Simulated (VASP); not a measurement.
# Eu (Fm-3m) in VASP: further runs, part 2 of 2

VASP 6.6.1.

**3. Single point, PBE+U, collinear spin, typed start**

The input, INCAR:

```
SYSTEM = Eu
PREC = Accurate ; ENCUT = 520
EDIFF = 1E-6 ; ISMEAR = 0
SIGMA = 0.05 ; LREAL = .False.
LASPH = .True. ; NELM = 150
ALGO = Normal ; ISIF = 2
LWAVE = .False. ; LCHARG = .False.
ISPIN = 2 ; MAGMOM = 7
LORBIT = 11 ; LMAXMIX = 6
LDAU = .True. ; LDAUTYPE = 2
LDAUL = 3 ; LDAUU = 6
LDAUJ = 0 ; LDAUPRINT = 1
GGA = PE ; NBANDS = 18
```

The input, KPOINTS:

```
regular mesh
0
Gamma
  4 4 4
  0 0 0
```

The input, POSCAR:

```
Eu
1.0
    0.0000000000      2.9041182077      2.9041182077
    2.9041182077      0.0000000000      2.9041182077
    2.9041182077      2.9041182077      0.0000000000
Eu
1
Direct
    0.0000000000      0.0000000000      0.0000000000
```

Potentials or basis: VASP PAW PBE potentials, release 64 (Eu).

Launch:

```console
cat potpaw_PBE.64/Eu/POTCAR > POTCAR
mpirun -np 1 vasp_std > vasp.out
```

OUTCAR:

```text
SYSTEM = Eu
   PREC = Accurate
   ENCUT = 520
   EDIFF = 1E-6
   ISMEAR = 0
   LREAL = .False.
   LASPH = .True.
   NELM = 150
   ISIF = 2
   ISPIN = 2
   LORBIT = 11
   GGA = PE

 ion  position               nearest neighbor table
   1  0.000  0.000  0.000-

  LATTYP: Found a face centered cubic cell.
 ALAT       =     5.8082364154

  Lattice vectors:

 A1 = (   0.0000000000,   2.9041182077,   2.9041182077)
 A2 = (   2.9041182077,   0.0000000000,   2.9041182077)
 A3 = (   2.9041182077,   2.9041182077,   0.0000000000)

Analysis of symmetry for initial positions (statically):
=====================================================================
 Subroutine PRICEL returns:
 Original cell was already a primitive cell.

 Routine SETGRP: Setting up the symmetry group for a
 face centered cubic supercell.

 Subroutine GETGRP returns: Found 48 space group operations
 (whereof 48 operations were pure point group operations)
 out of a pool of 48 trial point group operations.

The static configuration has the point symmetry O_h .

Analysis of symmetry for dynamics (positions and initial velocities):
=====================================================================
 Subroutine PRICEL returns:
 Original cell was already a primitive cell.

 Routine SETGRP: Setting up the symmetry group for a
 face centered cubic supercell.

 Subroutine GETGRP returns: Found 48 space group operations
 (whereof 48 operations were pure point group operations)
 out of a pool of 48 trial point group operations.

The dynamic configuration has the point symmetry O_h .

Analysis of structural, dynamic, and magnetic symmetry:
=====================================================================
 Subroutine PRICEL returns:
 Original cell was already a primitive cell.

 Routine SETGRP: Setting up the symmetry group for a
 face centered cubic supercell.

 Subroutine GETGRP returns: Found 48 space group operations
 (whereof 48 operations were pure point group operations)
 out of a pool of 48 trial point group operations.

The overall configuration has the point symmetry O_h .

 Subroutine INISYM returns: Found 48 space group operations
 (whereof 48 operations are pure point group operations),
 and found     1 'primitive' translations

[... 145 lines left out ...]
  o =  0.0001  v =  0.0000  0.0000  0.0000  0.0000  0.0000  0.0000  0.0000  0.0003 -0.0000  0.0003 -1.0000 -0.0005  0.0000  0.0006      0.0000  0.0000  0.0000  0.0000  0.0000  0.0000  0.0000  0.0000  0.0000  0.0000  0.0000  0.0000  0.0000  0.0000
  o =  0.0001  v =  0.0000  0.0000  0.0000  0.0000  0.0000  0.0000  0.0000 -0.7906  0.0000 -0.6124 -0.0004 -0.0002  0.0000  0.0002      0.0000  0.0000  0.0000  0.0000  0.0000  0.0000  0.0000  0.0000  0.0000  0.0000  0.0000  0.0000  0.0000  0.0000
  o =  0.0001  v =  0.0000  0.0000  0.0000  0.0000  0.0000  0.0000  0.0000  0.0002 -0.0000  0.0002  0.0008 -0.6124  0.0000  0.7906      0.0000  0.0000  0.0000  0.0000  0.0000  0.0000  0.0000  0.0000  0.0000  0.0000  0.0000  0.0000  0.0000  0.0000
  o =  0.0001  v =  0.0000  0.0000  0.0000  0.0000  0.0000  0.0000  0.0000  0.0001  0.0000 -0.0001 -0.0000  0.0003 -1.0000  0.0002      0.0000  0.0000  0.0000  0.0000  0.0000  0.0000  0.0000  0.0000  0.0000  0.0000  0.0000  0.0000  0.0000  0.0000
  o =  0.0001  v =  0.0000  0.0000  0.0000  0.0000  0.0000  0.0000  0.0000  0.6124 -0.0000 -0.7906 -0.0000  0.0005  0.0001  0.0004      0.0000  0.0000  0.0000  0.0000  0.0000  0.0000  0.0000  0.0000  0.0000  0.0000  0.0000  0.0000  0.0000  0.0000
  o =  0.0001  v =  0.0000  0.0000  0.0000  0.0000  0.0000  0.0000  0.0000  0.0004  0.0000 -0.0005  0.0000 -0.7906 -0.0003 -0.6124      0.0000  0.0000  0.0000  0.0000  0.0000  0.0000  0.0000  0.0000  0.0000  0.0000  0.0000  0.0000  0.0000  0.0000
  o =  0.9741  v = -0.0000 -1.0000 -0.0000 -0.0000  0.0000  0.0000 -0.0000  0.0000  0.0000  0.0000  0.0000  0.0000  0.0000  0.0000      0.0000  0.0000  0.0000  0.0000  0.0000  0.0000  0.0000  0.0000  0.0000  0.0000  0.0000  0.0000  0.0000  0.0000
  o =  0.9772  v =  0.0002 -0.0000  0.0001  0.9961  0.0540  0.0000 -0.0697  0.0000  0.0000  0.0000  0.0000  0.0000  0.0000  0.0000      0.0000  0.0000  0.0000  0.0000  0.0000  0.0000  0.0000  0.0000  0.0000  0.0000  0.0000  0.0000  0.0000  0.0000
  o =  0.9772  v =  0.7906 -0.0000  0.6124 -0.0001 -0.0007 -0.0000  0.0009  0.0000  0.0000  0.0000  0.0000  0.0000  0.0000  0.0000      0.0000  0.0000  0.0000  0.0000  0.0000  0.0000  0.0000  0.0000  0.0000  0.0000  0.0000  0.0000  0.0000  0.0000
  o =  0.9772  v = -0.0009 -0.0000 -0.0007  0.0881 -0.6100  0.0000  0.7875  0.0000  0.0000  0.0000  0.0000  0.0000  0.0000  0.0000      0.0000  0.0000  0.0000  0.0000  0.0000  0.0000  0.0000  0.0000  0.0000  0.0000  0.0000  0.0000  0.0000  0.0000
  o =  0.9779  v = -0.6124 -0.0000  0.7905  0.0000 -0.0052 -0.0028 -0.0040  0.0000  0.0000  0.0000  0.0000  0.0000  0.0000  0.0000      0.0000  0.0000  0.0000  0.0000  0.0000  0.0000  0.0000  0.0000  0.0000  0.0000  0.0000  0.0000  0.0000  0.0000
  o =  0.9779  v =  0.0035  0.0000 -0.0045 -0.0000 -0.7642  0.2560 -0.5920  0.0000  0.0000  0.0000  0.0000  0.0000  0.0000  0.0000      0.0000  0.0000  0.0000  0.0000  0.0000  0.0000  0.0000  0.0000  0.0000  0.0000  0.0000  0.0000  0.0000  0.0000
  o =  0.9779  v = -0.0027  0.0000  0.0035 -0.0000  0.2024  0.9667  0.1568  0.0000  0.0000  0.0000  0.0000  0.0000  0.0000  0.0000      0.0000  0.0000  0.0000  0.0000  0.0000  0.0000  0.0000  0.0000  0.0000  0.0000  0.0000  0.0000  0.0000  0.0000

 number of electron      16.9999997 magnetization       7.1867663

 Free energy of the ion-electron system (eV)
  ---------------------------------------------------
  ext. energy  EPLUGINS =         0.00000000
  ---------------------------------------------------
  free energy    TOTEN  =       -10.78879864 eV

  energy without entropy =      -10.78606939  energy(sigma->0) =      -10.78743402

 E-fermi :   1.6231     XC(G=0):  -8.1879

 val. band max:        1.3860659531   @ k =   0.5000   0.5000   0.0000
 cond. band min:       1.6638206251   @ k =   0.5000   0.2500   0.0000
 fundamental gap:      0.2777546720
 Fermi energy:         1.6231496328

 spin component 1

 k-point     1 :       0.0000    0.0000    0.0000
  band No.  band energies     occupation
      1     -39.4613      1.00000
      2     -18.2572      1.00000
      3     -18.2572      1.00000
      4     -18.2572      1.00000
      5      -2.4211      1.00000
      6      -0.4962      1.00000
[... 144 lines left out ...]
      4     -18.3629      1.00000
      5      -0.4625      1.00000
      6      -0.4470      1.00000
[... 10 lines left out ...]
     17       7.2301      0.00000
     18       7.6237      0.00000
 Fermi energy:         1.6231496328

 spin component 2

 k-point     1 :       0.0000    0.0000    0.0000
  band No.  band energies     occupation
      1     -36.2862      1.00000
      2     -15.9268      1.00000
      3     -15.9268      1.00000
      4     -15.9268      1.00000
      5      -1.9804      1.00000
      6       4.3233      0.00000
[... 145 lines left out ...]
      5       1.8495      0.00000
      6       2.6699      0.00000
[... 10 lines left out ...]
     17      10.3757      0.00000
     18      10.3758      0.00000

------------------------ aborting loop because EDIFF is reached ----------------------------------------

  FORCE on cell =-STRESS in cart. coord.  units (eV):
  Direction    XX          YY          ZZ          XY          YZ          ZX
  --------------------------------------------------------------------------------------
  -------------------------------------------------------------------------------------
  Total        0.0313132      0.0313132      0.0313132      0.0000000      0.0000000     -0.0000000
  in kB        1.0241524      1.0241524      1.0241524      0.0000000      0.0000000     -0.0000000
  external PRESSURE =       1.0241524 kB  Pullay stress =       0.0000000 kB

 VOLUME and BASIS-vectors are now :
 -----------------------------------------------------------------------------
  energy-cutoff  :      520.00
  volume of cell :       48.99
      direct lattice vectors                 reciprocal lattice vectors
     0.000000000  2.904118208  2.904118208    -0.172169300  0.172169300  0.172169300
     2.904118208  0.000000000  2.904118208     0.172169300 -0.172169300  0.172169300
     2.904118208  2.904118208  0.000000000     0.172169300  0.172169300 -0.172169300

 POSITION                                       TOTAL-FORCE (eV/Angst)
 -----------------------------------------------------------------------------------
      0.00000      0.00000      0.00000        -0.000000      0.000000      0.000000
 -----------------------------------------------------------------------------------
    total drift:                                0.000000      0.000000      0.000000

  FREE ENERGIE OF THE ION-ELECTRON SYSTEM (eV)
  ---------------------------------------------------
  free  energy   TOTEN  =       -10.7887986446 eV

  energy  without entropy=      -10.7860693866  energy(sigma->0) =      -10.78743402

 total charge

# of ion       s       p       d       f       tot
--------------------------------------------------
    1        2.082   5.742   0.184   6.833  14.842

 magnetization (x)

# of ion       s       p       d       f       tot
--------------------------------------------------
    1       -0.008  -0.110   0.067   6.832   6.782
```

OSZICAR:

```text
N       E                     dE             d eps       ncg     rms          rms(c)
DAV:   1     0.120023106257E+03    0.12002E+03   -0.67153E+03   690   0.394E+03
DAV:   2     0.147583714126E+02   -0.10526E+03   -0.92842E+02   732   0.273E+02
[... 12 lines left out ...]
DAV:  15    -0.107887764231E+02   -0.11336E-03   -0.48625E-05   886   0.644E-02    0.244E-01
DAV:  16    -0.107887827676E+02   -0.63446E-05   -0.43091E-05   966   0.448E-02    0.667E-02
DAV:  17    -0.107887912700E+02   -0.85024E-05   -0.34762E-06   826   0.112E-02    0.416E-02
DAV:  18    -0.107887950225E+02   -0.37524E-05   -0.72108E-07   526   0.759E-03    0.299E-02
DAV:  19    -0.107887987179E+02   -0.36955E-05   -0.31863E-06   852   0.117E-02    0.740E-03
DAV:  20    -0.107887986446E+02    0.73280E-07   -0.17268E-07   380   0.386E-03
   1 F= -.10788799E+02 E0= -.10787434E+02  d E =-.272926E-02  mag=     7.1870
```

stdout:

```text
POSCAR found type information on POSCAR Eu
 POSCAR found :  1 types and       1 ions
 scaLAPACK will be used
 LDA part: xc-table for (Slater+PW92), standard interpolation
 POSCAR, INCAR and KPOINTS ok, starting setup
 FFT: planning ... GRIDC
 FFT: planning ... GRID_SOFT
 FFT: planning ... GRID
 WAVECAR not read
 entering main loop
```

Wall time 17 s (1 thread of AMD EPYC 9R45 (Zen 5), shared host); peak memory 0.17 GiB.

Results:

| Property | Result |
| --- | --- |
| Free energy | -10.7888 eV |
| Pressure | 0.1 GPa |
| Band gap on the k mesh | none (metal or under the smearing width) |
| Net moment | 7.19 μB per cell |
| Site moments | Eu +6.78 μB |
| Valence electrons inside the program's atomic spheres | Eu 14.84 |

Eigenvalues of the final occupation matrices:
```tsv
site	spin	trace	eigenvalues
site 1 f	1	6.84	0.97 0.98 0.98 0.98 0.98 0.98 0.98
site 1 f	2	0.00	0.00 0.00 0.00 0.00 0.00 0.00 0.00
```

Caveat: the k mesh is coarse (spacing up to 0.47 Å⁻¹), so the values aren't converged; spin-orbit coupling is left out, which moves the levels of the heavy elements. The state reached can hang on the start; a lower one may exist.
